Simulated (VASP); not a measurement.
## InSb (F-43m) under biaxial strain in the (001) plane

Strain engineering needs slopes: what does biaxial strain in the (001) plane do to the lattice and the band edges of InSb?

Method: PBEsol; plane waves and PAW (In_d, Sb), in the first sound run; inputs show where later runs differ, in VASP 6.6.1.

## (1) The starting structure

The structure is cubic, space group F-43m (No. 216). Conventional cell: a = 6.479 Å, b = 6.479 Å, c = 6.479 Å, α = 90.00°, β = 90.00°, γ = 90.00°. Nearest to In lie 4 Sb at 2.81 Å. Sb has 4 In at 2.81 Å nearest. Farther neighbours are not listed.

As a file:

```cif
data_structure
_symmetry_space_group_name_H-M 'P 1'
_symmetry_Int_Tables_number 1
_cell_length_a 4.5813
_cell_length_b 4.5813
_cell_length_c 4.5813
_cell_angle_alpha 60.000
_cell_angle_beta 60.000
_cell_angle_gamma 60.000
_cell_volume 67.99
loop_
_atom_site_label
_atom_site_type_symbol
_atom_site_fract_x
_atom_site_fract_y
_atom_site_fract_z
_atom_site_occupancy
In1 In 0.00000 0.00000 0.00000 1
Sb2 Sb 0.25000 0.25000 0.25000 1
```

## (2) Relax the crystal, PBEsol

The series starts from the cell that this level prefers, so that zero strain is near zero stress.

This step took 2 runs in a row; the last is shown.

Level: PBEsol; plane waves and PAW (In_d, Sb).

INCAR reads:

```
SYSTEM = InSb
PREC = Accurate
ENCUT = 450
EDIFF = 1E-07
NELM = 120
ISMEAR = 0
SIGMA = 0.02
LREAL = .FALSE.
ALGO = Normal
GGA = PS
NBANDS = 15
LASPH = .TRUE.
LORBIT = 11
LWAVE = .FALSE.
LCHARG = .FALSE.
KPAR = 8
IBRION = 2
NSW = 40
ISIF = 3
EDIFFG = -0.005
POTIM = 0.4
```

POSCAR reads:

```
InSb
1.0
    0.0000000000      3.2608859933      3.2608859933
    3.2608859933      0.0000000000      3.2608859933
    3.2608859933      3.2608859933      0.0000000000
In Sb
1 1
Direct
    0.0000000000      0.0000000000      0.0000000000
    0.2500000000      0.2500000000      0.2500000000
```

KPOINTS reads:

```
Automatic mesh
0
Gamma
8 8 8
0 0 0
```

The projector-augmented-wave data sets are In_d and Sb (PBE family, release 64).

On the command line:

```console
$ mpirun -np 8 vasp_std
```

The log of the run:

```text
[banner, memory and clock lines left out]
running    8 mpi-ranks, on    1 nodes
[...]
|                                                                             |
|           W    W    AA    RRRRR   N    N  II  N    N   GGGG   !!!           |
|           W    W   A  A   R    R  NN   N  II  NN   N  G    G  !!!           |
|           W    W  A    A  R    R  N N  N  II  N N  N  G       !!!           |
|           W WW W  AAAAAA  RRRRR   N  N N  II  N  N N  G  GGG   !            |
|           WW  WW  A    A  R   R   N   NN  II  N   NN  G    G                |
|           W    W  A    A  R    R  N    N  II  N    N   GGGG   !!!           |
|                                                                             |
|     For optimal performance we recommend to set                             |
|       NCORE = 2 up to number-of-cores-per-socket                            |
|     NCORE specifies how many cores store one orbital (NPAR=cpu/NCORE).      |
|     This setting can greatly improve the performance of VASP for DFT.       |
[...]
|     You enforced a specific xc type in the INCAR file but a different       |
|     [... a line on the potential file left out ...]
|     I HOPE YOU KNOW WHAT YOU ARE DOING!                                     |
|                                                                             |

 LDA part: xc-table for (Slater+PW92), standard interpolation
 POSCAR, INCAR and KPOINTS ok, starting setup
[...]
entering main loop
       N       E                     dE             d eps       ncg     rms          rms(c)
DAV:   1     0.109302008114E+03    0.10930E+03   -0.73916E+03   870   0.106E+03
DAV:   2    -0.525982122204E+00   -0.10983E+03   -0.10683E+03   919   0.277E+02
DAV:   3    -0.763874222155E+01   -0.71128E+01   -0.70817E+01  1108   0.755E+01
DAV:   4    -0.782722606828E+01   -0.18848E+00   -0.18838E+00  1080   0.143E+01
[...]
DAV:  11    -0.769585218206E+01   -0.21064E-04   -0.36290E-05   975   0.516E-02    0.226E-02
DAV:  12    -0.769585279602E+01   -0.61396E-06   -0.13049E-06  1070   0.963E-03    0.597E-03
DAV:  13    -0.769585275105E+01    0.44964E-07   -0.60730E-07  1024   0.604E-03
   1 F= -.76958528E+01 E0= -.76958226E+01  d E =-.769585E+01
[...]
reached required accuracy - stopping structural energy minimisation
```

The job ended after 3.8 s (8 MPI ranks of Intel Xeon 6975P-C (Granite Rapids), shared host; peak memory 1.5 GiB).

The logs omit lines about the potential files and the build; timing stands in the text.

OUTCAR, selected parts (step 2):

```text
  Total       -0.0015933     -0.0015933     -0.0015933     -0.0000000      0.0000000      0.0000000
  in kB       -0.0368100     -0.0368100     -0.0368100     -0.0000000      0.0000000      0.0000000
  external PRESSURE =      -0.0368100 kB  Pullay stress =       0.0000000 kB

 POSITION                                       TOTAL-FORCE (eV/Angst)
 -----------------------------------------------------------------------------------
      0.00000      0.00000      0.00000         0.000000      0.000000      0.000000
      1.63044      1.63044      1.63044        -0.000000     -0.000000     -0.000000
 -----------------------------------------------------------------------------------
    total drift:                               -0.000000     -0.000000     -0.000000

  FREE ENERGIE OF THE ION-ELECTRON SYSTEM (eV)
  ---------------------------------------------------
  free  energy   TOTEN  =        -7.6958527511 eV

  energy  without entropy=       -7.6957924923  energy(sigma->0) =       -7.69582262

 reached required accuracy - stopping structural energy minimisation

[... 3 further parts left out ...]
[key lines of the parts left out:]
E-fermi :   4.7638
```

This run gave:

* energy(sigma→0) of the program: -7.6958 eV
* stress, compression positive: xx, yy, zz 0.00, 0.00, 0.00 GPa
* volume: 69.348 Å³
* ionic steps: 1

## (3) Strain along the normal, PBEsol

One member in full: the plane is strained by -0.5 %, and the strain along the normal is moved by secant steps until the normal stress is under 0.012 GPa or five steps are spent; the atoms relax at each step.

This step took 2 runs, each at a new trial strain with the atoms of the one before; the last is shown.

Level: PBEsol; plane waves and PAW (In_d, Sb); cell typed or built by script.

Edit INCAR of step 2 so:

```diff
@@ -15,7 +15,7 @@
 LCHARG = .FALSE.
-KPAR = 8
-IBRION = 2
-NSW = 40
-ISIF = 3
-EDIFFG = -0.005
-POTIM = 0.4
+KPAR = 2
+IBRION = 1
+NSW = 25
+ISIF = 2
+EDIFFG = -0.004
+POTIM = 0.3
```

POSCAR reads:

```
InSb
1.0
    0.0000000000      3.2445815630      3.2787344900
    3.2445815630      0.0000000000      3.2787344900
    3.2445815630      3.2445815630      0.0000000000
In Sb
1 1
Direct
    0.0000000000      0.0000000000      0.0000000000
    0.2500000000      0.2500000000      0.2500000000
```

KPOINTS is that of step 2.

On the command line:

```console
$ mpirun -np 2 vasp_std
```

The log of the run:

```text
[banner, memory and clock lines left out]
running    2 mpi-ranks, on    1 nodes
[...]
[... a notice as in an earlier step ...]

 LDA part: xc-table for (Slater+PW92), standard interpolation
 POSCAR, INCAR and KPOINTS ok, starting setup
[...]
entering main loop
       N       E                     dE             d eps       ncg     rms          rms(c)
DAV:   1     0.105142511566E+03    0.10514E+03   -0.73002E+03  1777   0.106E+03
DAV:   2    -0.989552495068E+00   -0.10613E+03   -0.10297E+03  1910   0.270E+02
DAV:   3    -0.765098180067E+01   -0.66614E+01   -0.66323E+01  2309   0.738E+01
DAV:   4    -0.782818966244E+01   -0.17721E+00   -0.17715E+00  2148   0.139E+01
[...]
DAV:  11    -0.769525250130E+01   -0.20470E-04   -0.36060E-05  2071   0.517E-02    0.229E-02
DAV:  12    -0.769525313395E+01   -0.63265E-06   -0.13252E-06  2276   0.917E-03    0.594E-03
DAV:  13    -0.769525308332E+01    0.50626E-07   -0.60297E-07  2148   0.612E-03
   1 F= -.76952531E+01 E0= -.76952310E+01  d E =-.769525E+01
 BRION: g(F)=  0.802E-48 g(S)=  0.000E+00
 reached required accuracy - stopping structural energy minimisation
```

The job ended after 8.8 s (2 MPI ranks; peak memory 0.39 GiB; 17 s of CPU time).

OUTCAR, selected parts (step 3):

```text
  Total        0.1230750      0.1230750      0.0029301      0.0000000      0.0000000      0.0000000
  in kB        2.8564500      2.8564500      0.0680047      0.0000000      0.0000000      0.0000000
  external PRESSURE =       1.9269682 kB  Pullay stress =       0.0000000 kB

 POSITION                                       TOTAL-FORCE (eV/Angst)
 -----------------------------------------------------------------------------------
      0.00000      0.00000      0.00000         0.000000      0.000000      0.000000
      1.62229      1.62229      1.63937         0.000000      0.000000     -0.000000
 -----------------------------------------------------------------------------------
    total drift:                                0.000000      0.000000     -0.000001

  FREE ENERGIE OF THE ION-ELECTRON SYSTEM (eV)
  ---------------------------------------------------
  free  energy   TOTEN  =        -7.6952530833 eV

  energy  without entropy=       -7.6952089815  energy(sigma->0) =       -7.69523103

[... 1 part as in an earlier step ...]

[... 3 further parts left out ...]
[key lines of the parts left out:]
E-fermi :   4.8224
```

Numbers from this step:

| Quantity | Value |
| --- | --- |
| energy(sigma→0) of the program | -7.6952 eV |
| stress, compression positive | xx, yy, zz 0.29, 0.29, 0.01 GPa |
| ionic steps | 1 |

## (4) Band edges, TB-mBJ with spin-orbit coupling

Short lines in KPOINTS_OPT sample the zone centre along and across the normal of the plane, for masses, and the other valleys.

Level: TB-mBJ, spin-orbit coupling; plane waves and PAW (In_d, Sb); cell typed or built by script.

TB-mBJ has no energy functional, so the total energy, stress and pressure in this output mean nothing.

INCAR reads:

```
SYSTEM = InSb
PREC = Accurate
ENCUT = 450
EDIFF = 1E-06
NELM = 150
ISMEAR = 0
SIGMA = 0.02
LREAL = .FALSE.
ALGO = Normal
METAGGA = MBJ
LASPH = .TRUE.
LNONCOLLINEAR = .TRUE.
MAGMOM = 0 0 0 0 0 0
NBANDS = 28
GGA_COMPAT = .FALSE.
LSORBIT = .TRUE.
LWAVE = .FALSE.
LCHARG = .FALSE.
KPAR = 2
```

POSCAR is that of step 3.

KPOINTS reads:

```
Automatic mesh
0
Gamma
6 6 6
0 0 0
```

KPOINTS_OPT reads:

```
Line mode
6
Line-mode
Reciprocal
  0.00000000   0.00000000   0.00000000
  0.02609134   0.02609134   0.00000000

  0.00000000   0.00000000   0.00000000
 -0.00000000  -0.02581956  -0.02581956

  0.31000000   0.31000000   0.00000000
  0.50000000   0.50000000   0.00000000

  0.00000000   0.31000000   0.31000000
  0.00000000   0.50000000   0.50000000

  0.45000000   0.45000000   0.45000000
  0.50000000   0.50000000   0.50000000

  0.45000000   0.00000000   0.00000000
  0.50000000   0.00000000   0.00000000

  0.42500000   0.42500000   0.00000000
  0.42500000   0.45081956   0.02581956

  0.50000000   0.50000000   0.50000000
  0.48174281   0.51825719   0.50000000
```

On the command line:

```console
$ mpirun -np 2 vasp_ncl
```

The log of the run:

```text
[banner, memory and clock lines left out]
running    2 mpi-ranks, on    1 nodes
[...]
[... a notice as in an earlier step ...]

 LDA part: xc-table for (None), standard interpolation
 POSCAR, INCAR and KPOINTS ok, starting setup
[...]
entering main loop
       N       E                     dE             d eps       ncg     rms          rms(c)
DAV:   1     0.733537465306E+03    0.73354E+03   -0.69526E+03  2296   0.116E+03
DAV:   2     0.600144241413E+03   -0.13339E+03   -0.12934E+03  2384   0.313E+02
DAV:   3     0.588243892862E+03   -0.11900E+02   -0.11742E+02  2880   0.111E+02
DAV:   4     0.587773450884E+03   -0.47044E+00   -0.46940E+00  2912   0.242E+01
[...]
DAV:  22     0.589389042440E+03   -0.10939E-03   -0.62493E-08  1208   0.281E-03    0.826E-04
DAV:  23     0.589389061577E+03    0.19138E-04   -0.26791E-08  1208   0.154E-03    0.935E-04
DAV:  24     0.589389061615E+03    0.37428E-07   -0.13946E-08  1208   0.124E-03
   1 F= 0.58938906E+03 E0= 0.58938906E+03  d E =-.281290E-12  mag=    -0.0000     0.0000    -0.0000
 Start KPOINTS_OPT (optional k-point list driver)
k-point batch [1-41\48]
       N       E                     dE             ncg
DAV:   1     0.218651649059E+04   -0.10233E+05     2296
DAV:   2    -0.320978368881E+04   -0.53963E+04     2388
DAV:   3    -0.375996762364E+04   -0.55018E+03     2844
DAV:   4    -0.378317744058E+04   -0.23210E+02     2864
DAV:   5    -0.378505722412E+04   -0.18798E+01     4396
DAV:   6    -0.378507223174E+04   -0.15008E-01     3168
DAV:   7    -0.378507292973E+04   -0.69798E-03     4068
DAV:   8    -0.378507295874E+04   -0.29014E-04     3524
DAV:   9    -0.378507295973E+04   -0.98433E-06     2028
k-point batch [42-48\48]
       N       E                     dE             ncg
DAV:   1     0.129740395270E+05   -0.26031E+04      392
DAV:   2     0.120714472042E+05   -0.90259E+03      404
DAV:   3     0.119838488105E+05   -0.87598E+02      496
DAV:   4     0.119804447256E+05   -0.34041E+01      472
DAV:   5     0.119801343463E+05   -0.31038E+00      768
DAV:   6     0.119801317783E+05   -0.25680E-02      508
DAV:   7     0.119801316853E+05   -0.92961E-04      680
DAV:   8     0.119801316808E+05   -0.45240E-05      652
DAV:   9     0.119801316807E+05   -0.12468E-06      320
```

Wall time 1.7 min (2 MPI ranks); peak memory 0.81 GiB; 3.4 min of CPU time.

Parts of OUTCAR (step 4):

```text
  LATTYP: Found a body centered tetragonal cell.
 ALAT       =     4.5885312506
 C/A-ratio  =     1.4290997755

 Subroutine GETGRP returns: Found  8 space group operations
 (whereof  8 operations were pure point group operations)

The static configuration has the point symmetry D_2d.

 Found     41 irreducible k-points:

   k-points           NKPTS =     41   k-points in BZ     NKDIM =     41   number of bands    NBANDS=     28

   dimension x,y,z NGX =    32 NGY =   32 NGZ =   32
   dimension x,y,z NGXF=    64 NGYF=   64 NGZF=   64

   ENCUT  =  450.0 eV  33.07 Ry    5.75 a.u.   7.98  7.98  7.94*2*pi/ulx,y,z

   NELECT =      18.0000    total number of electrons

 E-fermi :   5.2281

 k-point     1 :       0.0000    0.0000    0.0000
  band No.  band energies     occupation
    ...
     14       4.4273      1.00000
     15       5.1050      1.00000
     16       5.1050      1.00000
     17       5.1398      1.00000
     18       5.1398      1.00000
     19       5.3177      0.00000
     20       5.3177      0.00000
     21       7.9161      0.00000
     22       7.9161      0.00000
     23       8.2842      0.00000
    ...

 k-point     2 :       0.1667   -0.0000    0.0000
  band No.  band energies     occupation
    ...
     14       2.6933      1.00000
     15       4.3694      1.00000
     16       4.3720      1.00000
     17       4.8125      1.00000
     18       4.8193      1.00000
     19       6.3204      0.00000
     20       6.3220      0.00000
     21       8.4637      0.00000
     22       8.4726      0.00000
     23       8.7112      0.00000
    ...

  Total      -46.2703107    -46.2703107    -46.4911523      0.0000000      0.0000000     -0.0000000
  in kB    -1073.8889195  -1073.8889195  -1079.0144384      0.0000000      0.0000000     -0.0000000
  external PRESSURE =   -1075.5974258 kB  Pullay stress =       0.0000000 kB

 POSITION                                       TOTAL-FORCE (eV/Angst)
 -----------------------------------------------------------------------------------
      0.00000      0.00000      0.00000         0.000000      0.000000      0.000000
      1.62229      1.62229      1.63937        -0.000000     -0.000000     -0.000000
 -----------------------------------------------------------------------------------
    total drift:                               -0.000000     -0.000000     -0.000001

  FREE ENERGIE OF THE ION-ELECTRON SYSTEM (eV)
  ---------------------------------------------------
  free  energy   TOTEN  =       589.3890616147 eV

  energy  without entropy=      589.3890616147  energy(sigma->0) =      589.38906161

 Spin-Orbit-Coupling matrix elements
 Ion:    1  E_soc:     -0.0694670
 Ion:    2  E_soc:     -0.1234762

[... 1 part as in an earlier step ...]

[... 7 further parts left out ...]
```

(Part 1 of 2 ends here.)

[Lines on the potential files, build, host, timing and source positions are cut from VASP's logs without a mark.]

[Logs are printed without paths, hosts, clocks, repeated set-up lines and the standing remarks that a program may print on its own settings, such as how far it seeks lower states.]

[Hosts, paths, dates, database ids (printed as entryN), source tags and the programs' standing remarks are cut or masked in the printed files.]

[In band tables of VASP the shares of atoms and orbitals are scaled to a sum of 1 inside the atoms' spheres.]
